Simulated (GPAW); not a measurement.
# Al (Fm-3m) in GPAW: notebook

Aim: see how the results for Al move with the level of theory and the settings. Levels: LDA, RPBE+D3(BJ), vdW-DF-cx. Tasks: density of states, equation of state, phonons.

All numbers are computed with GPAW 26.7.0; they aren't measurements. Logs are shortened: lines on timing, memory, paths and dates and some standing lists are left out, and cuts for length are marked. The log counts tension as positive stress, the text compression.

## Step 1: The structure

The structure is cubic, space group Fm-3m (No. 225). The conventional cell has a = 4.050 Å, b = 4.050 Å, c = 4.050 Å, α = 90.00°, β = 90.00°, γ = 90.00°. Al (site symmetry m-3m) is surrounded by 12 Al at 2.86 Å.

## Step 2: Density of states, LDA

run.py reads:

```python
import numpy as np
from ase.dft.bandgap import bandgap
from ase.io import read, write
from ase.units import GPa
from gpaw import GPAW, PW

atoms = read('POSCAR')

calc = GPAW(mode=PW(600),
            xc='LDA',
            kpts={'size': (11, 11, 11), 'gamma': True},
            occupations={'name': 'methfessel-paxton', 'width': 0.2, 'order': 1},
            nbands=7,
            convergence={'density': 1e-05, 'energy': 1e-05},
            maxiter=150,
            txt='gpaw.txt')
atoms.calc = calc
energy = atoms.get_potential_energy()
forces = atoms.get_forces()
stress = atoms.get_stress()
calc.write('gs.gpw')
write('result.traj', atoms)
print(f'Energy: {energy:.6f} eV')
print('Forces (eV/A):')
print(forces.round(4))
print('Stress (GPa):', (stress / GPa).round(3))
print('Fermi level:', round(calc.get_fermi_level(), 4), 'eV')
print(f'Gap: {bandgap(calc)[0]:.4f} eV, direct: {bandgap(calc, direct=True)[0]:.4f} eV')

dense = calc.fixed_density(kpts={'size': (16, 16, 16), 'gamma': True}, update_fermi_level=True,
                           nbands=13, convergence={'bands': 'CBM+6.0', 'eigenstates': 1e-6}, txt='dos.txt')
ef = dense.get_fermi_level()
dos = dense.dos(shift_fermi_level=False)
energies = np.linspace(ef - 14, ef + 6, 401)
spins = [None]
columns = [energies] + [dos.raw_dos(energies, spin=s, width=0.05) for s in spins]
for symbol, l in [('Al', 0), ('Al', 1), ('Al', 2)]:
    for s in spins:
        columns.append(sum(dos.raw_pdos(energies, a=a.index, l=l, spin=s, width=0.05)
                           for a in atoms if a.symbol == symbol))
np.savetxt('dos.dat', np.array(columns).T, fmt='%.4f')
print('Fermi level on the dense mesh:', round(ef, 4), 'eV')
```

POSCAR reads:

```
Al
1.0
    0.0000000000      2.0248050000      2.0248050000
    2.0248050000      0.0000000000      2.0248050000
    2.0248050000      2.0248050000      0.0000000000
Al
1
Direct
    0.0000000000      0.0000000000      0.0000000000
```

Potentials or basis: the program's PAW data sets (release 1.2.1) made for this functional, pw.

Command:

```
$ OMP_NUM_THREADS=1 python run.py
```

gpaw.txt:

```text
__  _  _
 | _ |_)|_||  |
 |__||  | ||/\| - 26.7.0

Input parameters:
  mode=PW(ecut=600.0),
  convergence={'density': 1e-05, 'energy': 1e-05},
  kpts=MonkhorstPack(size=(11, 11, 11), gamma=True),
  maxiter=150,
  nbands=7,
  occupations=Occupations(name='methfessel-paxton', width=0.2, order=1),
  xc=XC(name='LDA')

Diagonalizing LCAO Hamiltonian
Converting LCAO to pw mode

       Al

Atoms  # Å, Bohr magnetons
|   | symbol |        x |        y |        z |    initial magnetic moments |
|---|--------|----------|----------|----------|-----------------------------|
| 0 |     Al | 0.000000 | 0.000000 | 0.000000 | ( 0.0000,  0.0000,  0.0000) |

Unit cell  # Å
| periodic |        x |        y |        z |  lengths |    angles |
|----------|----------|----------|----------|----------|-----------|
|      yes | 0.000000 | 2.024805 | 2.024805 | 2.863507 | 60.000000 |
|      yes | 2.024805 | 0.000000 | 2.024805 | 2.863507 | 60.000000 |
|      yes | 2.024805 | 2.024805 | 0.000000 | 2.863507 | 60.000000 |

Number of symmetries: 48
Symmetry operations  # r_c * U_cc + t_c -> r_c
|    | kind |            matrix            |
|----|------|------------------------------|
|  0 |  σ   |  1, 0, 0,  1, 0,-1,  1,-1, 0 |
|  1 |  C2  |  1, 0, 0,  1,-1, 0,  1, 0,-1 |
|  2 |  E   |  1, 0, 0,  0, 1, 0,  0, 0, 1 |
|  3 |  σ   |  1, 0, 0,  0, 0, 1,  0, 1, 0 |
|  4 |  C4  |  1, 0,-1,  1, 0, 0,  1,-1, 0 |
|  5 |  S6  |  1, 0,-1,  1,-1, 0,  1, 0, 0 |
|  6 |  σ   |  1, 0,-1,  0, 1,-1,  0, 0,-1 |
|  7 |  C3  |  1, 0,-1,  0, 0,-1,  0, 1,-1 |
|  8 |  S6  |  1,-1, 0,  1, 0, 0,  1, 0,-1 |
|  9 |  C4  |  1,-1, 0,  1, 0,-1,  1, 0, 0 |
| 10 |  C3  |  1,-1, 0,  0,-1, 1,  0,-1, 0 |
| 11 |  σ   |  1,-1, 0,  0,-1, 0,  0,-1, 1 |
| 12 |  σ   |  0, 1, 0,  1, 0, 0,  0, 0, 1 |
| 13 |  C4  |  0, 1, 0,  0, 1,-1, -1, 1, 0 |
| 14 |  C3  |  0, 1, 0,  0, 0, 1,  1, 0, 0 |
| 15 |  S6  |  0, 1, 0, -1, 1, 0,  0, 1,-1 |
| 16 |  C2  |  0, 1,-1,  1, 0,-1,  0, 0,-1 |
| 17 |  σ   |  0, 1,-1,  0, 1, 0, -1, 1, 0 |
| 18 |  S4  |  0, 1,-1,  0, 0,-1,  1, 0,-1 |
| 19 |  C4  |  0, 1,-1, -1, 1, 0,  0, 1, 0 |
| 20 |  C3  |  0, 0, 1,  1, 0, 0,  0, 1, 0 |
| 21 |  σ   |  0, 0, 1,  0, 1, 0,  1, 0, 0 |
| 22 |  S6  |  0, 0, 1,  0,-1, 1, -1, 0, 1 |
| 23 |  C4  |  0, 0, 1, -1, 0, 1,  0,-1, 1 |
| 24 |  S4  |  0, 0,-1,  1, 0,-1,  0, 1,-1 |
| 25 |  C3  |  0, 0,-1,  0, 1,-1,  1, 0,-1 |
| 26 |  C2  |  0, 0,-1,  0,-1, 0, -1, 0, 0 |
| 27 |  S6  |  0, 0,-1, -1, 0, 0,  0,-1, 0 |
| 28 |  S4  |  0,-1, 1,  1,-1, 0,  0,-1, 0 |
| 29 |  C4  |  0,-1, 1,  0, 0, 1, -1, 0, 1 |
| 30 |  C2  |  0,-1, 1,  0,-1, 0,  1,-1, 0 |
| 31 |  σ   |  0,-1, 1, -1, 0, 1,  0, 0, 1 |
| 32 |  C3  |  0,-1, 0,  1,-1, 0,  0,-1, 1 |
| 33 |  S6  |  0,-1, 0,  0, 0,-1, -1, 0, 0 |
| 34 |  S4  |  0,-1, 0,  0,-1, 1,  1,-1, 0 |
| 35 |  C2  |  0,-1, 0, -1, 0, 0,  0, 0,-1 |
| 36 |  C2  | -1, 1, 0,  0, 1, 0,  0, 1,-1 |
| 37 |  S6  | -1, 1, 0,  0, 1,-1,  0, 1, 0 |
| 38 |  S4  | -1, 1, 0, -1, 0, 1, -1, 0, 0 |
| 39 |  C3  | -1, 1, 0, -1, 0, 0, -1, 0, 1 |
| 40 |  S6  | -1, 0, 1,  0, 0, 1,  0,-1, 1 |
| 41 |  C2  | -1, 0, 1,  0,-1, 1,  0, 0, 1 |
| 42 |  C3  | -1, 0, 1, -1, 1, 0, -1, 0, 0 |
| 43 |  S4  | -1, 0, 1, -1, 0, 0, -1, 1, 0 |
| 44 |  C2  | -1, 0, 0,  0, 0,-1,  0,-1, 0 |
| 45 |  i   | -1, 0, 0,  0,-1, 0,  0, 0,-1 |
| 46 |  σ   | -1, 0, 0, -1, 1, 0, -1, 0, 1 |
| 47 |  C2  | -1, 0, 0, -1, 0, 1, -1, 1, 0 |

BZ-sampling:
  Number of BZ points: 1331
  Number of IBZ points: 56

  Monkhorst-Pack size: [11, 11, 11]
  Monkhorst-Pack shift: [0, 0, 0]

K-points  # in reciprocal-cell coordinates
|     |                                coordinates |     weight |
|-----|--------------------------------------------|------------|
|   0 | (  0.00000000,   0.00000000,   0.00000000) | 0.00075131 |
|   1 | (  0.09090909,   0.09090909,   0.00000000) | 0.00450789 |
|   2 | (  0.09090909,   0.09090909,   0.09090909) | 0.00601052 |
|   3 | (  0.18181818,   0.09090909,   0.09090909) | 0.00901578 |
|   4 | (  0.18181818,   0.18181818,   0.00000000) | 0.00450789 |
|   5 | (  0.18181818,   0.18181818,   0.09090909) | 0.01803156 |
|   6 | (  0.18181818,   0.18181818,   0.18181818) | 0.00601052 |
|   7 | (  0.27272727,   0.18181818,   0.09090909) | 0.01803156 |
|   8 | (  0.27272727,   0.18181818,   0.18181818) | 0.01803156 |
|   9 | (  0.27272727,   0.27272727,   0.00000000) | 0.00450789 |
| ... |                                            |            |
|  55 | (  0.45454545,   0.45454545,   0.45454545) | 0.00601052 |

Plane wave coefficients: 564
Cutoff: 600.0 eV

Spin-components: 1 (collinear spins)
Bands:           7
Projectors:      5
Spin-degeneracy: 2
Datatype:        complex128

Parallelization:
  kpt:    1
  domain: 1
  band:   1

Density:
  Valence electrons: 3.0
  Components: 1
  Grid points: [18 18 18]
  Charge: 0.0  # |e|

Potential:
  Grid points: [18 18 18]

species:
  Al:
    name:    Aluminium
    Z:       13.0
    valence: 3
    core:    10
    charge:  0.0  # [|e|]
    compensation charges:
      type: gauss
      rc: 0.34  # [Å]
      lmax: 2
    cutoffs:
      filter: 1.91  # [Å]
      core: 2.36  # [Å]
    projectors
    | kind |    occ | energy [eV] | rcut [Å] |
    |------|--------|-------------|----------|
    |   3s |  2.000 |      -7.830 |    1.085 |
    |   3p |  1.000 |      -2.783 |    1.085 |
    |    s |        |      19.382 |    1.085 |
    |    p |        |      24.428 |    1.085 |
    |    d |        |       0.000 |    1.085 |

    Using partial waves for Al as LCAO basis

Reference energy: -6578.421307  # eV

eigensolver:
  PPCG
  Converge bands: occupied
  niter=2

density mixing:
  MSR1-Mixer
  Pratt-step length: 0.05
  Maximum mixing coefficient: 0.75
  Old densities: 10
  SVD Regularization: 0.005
  Good broyden scale: 1.0
  Trust region scale: 1.0
  Backstep threshold: 4.0
  History deletion threshold: 6.0
  Fourier metric: weight=20.0, sigma=0.015

occupation numbers:
  Methfessel-Paxton:
    width: 0.2000  # eV
    order: 1

poisson solver:
  ecut: 4800.0  # eV

xc functional:
  name: None

convergence criteria:
- Maximum integral of absolute [dens]ity change: 1e-05 electrons / valence electron
- Maximum [total energy] change in last 3 cyles: 1e-05 eV / valence electron
- Maximum integral of absolute [eigenst]ate change: 4e-08 eV^2 / valence electron
maximum number of iterations: 150

SCF iterations
|iter     | |      energy | eigst |  dens |
|---------|-|-------------|-------|-------|
|iter:   1| |   -4.184234 | -0.21 |       |
|iter:   2| |   -4.183856 | -3.47 | -0.99 |
|iter:   3| |   -4.178947 | -3.53 | -1.01 |
|iter:   4| |   -4.178765 | -4.26 | -1.57 |
|iter:   5| |   -4.178766 | -6.20 | -2.99 |
|iter:   6| |   -4.178766c| -6.81 | -3.42 |
|iter:   7| |   -4.178766c| -8.76c| -4.65 |
|iter:   8| |   -4.178766c| -9.61c| -5.14c|

Converged in 8 steps
Energy contributions relative to reference atoms: (reference = -6578.421307)

Energy contributions:
  Kinetic:           3.900885
  Coulomb:          -2.042202
  Zero:             -0.004907
  External:          0.000000
  Xc:               -6.031961
  Entropy:          -0.000873
  Spinorbit:         0.000000
  ----------------------------
  Free energy:      -4.179057
  Extrapolated:     -4.178766

dipole moment: (-6.991867, -6.991867, -6.991867)  # |e|*Ang

Fermi level: 6.905
Eigenvalues  # (at kpt = [0.000, 0.000, 0.000])
| band index |      eig [eV] | occ [0-2] |
|------------|---------------|-----------|
|          0 |        -4.165 |     2.000 |
|          1 |        19.454 |     0.000 |
|          2 |        19.454 |     0.000 |
|          3 |        19.454 |     0.000 |
|          4 |        20.724 |     0.000 |
|          5 |        20.724 |     0.000 |
|          6 |        20.724 |     0.000 |

No gap
No difference between direct/indirect transitions

Forces  # eV/Ang
|       x |       y |        z |
|---------|---------|----------|
| 0.00000 | 0.00000 | -0.00000 |  # Al   0

Stress tensor  # eV/Ang^3
|         x |         y |        z |
|-----------|-----------|----------|
|  0.022019 | -0.000000 | 0.000000 |
| -0.000000 |  0.022019 | 0.000000 |
|  0.000000 |  0.000000 | 0.022019 |

# Writing to gs.gpw (mode='')
```

It took 17 s on 1 thread of Arm Neoverse V1, shared host; peak memory 0.16 GiB.

Results:

```yaml
Free_energy: -4.1791 eV
Pressure: -3.5 GPa
Band_gap_on_the_k_mesh: none (metal or under the smearing width)
Density_of_states_at_the_Fermi_level: 0.21 states/eV per cell
```

States per cell in windows of 1 eV (zero at the Fermi level; states under -8 eV left out):
| from (eV) | total |
| --- | --- |
| -8.0 | 0.23 |
| -7.0 | 0.25 |
| -6.0 | 0.28 |
| -5.0 | 0.33 |
| -4.0 | 0.35 |
| -3.0 | 0.37 |
| -2.0 | 0.35 |
| -1.0 | 0.40 |
| 0.0 | 0.46 |
| 1.0 | 0.39 |
| 2.0 | 0.47 |
| 3.0 | 0.50 |
| 4.0 | 0.54 |
| 5.0 | 0.57 |

Caveat: this smearing can pin the Fermi level at a band edge.

(Continued in part 2 of 2.)
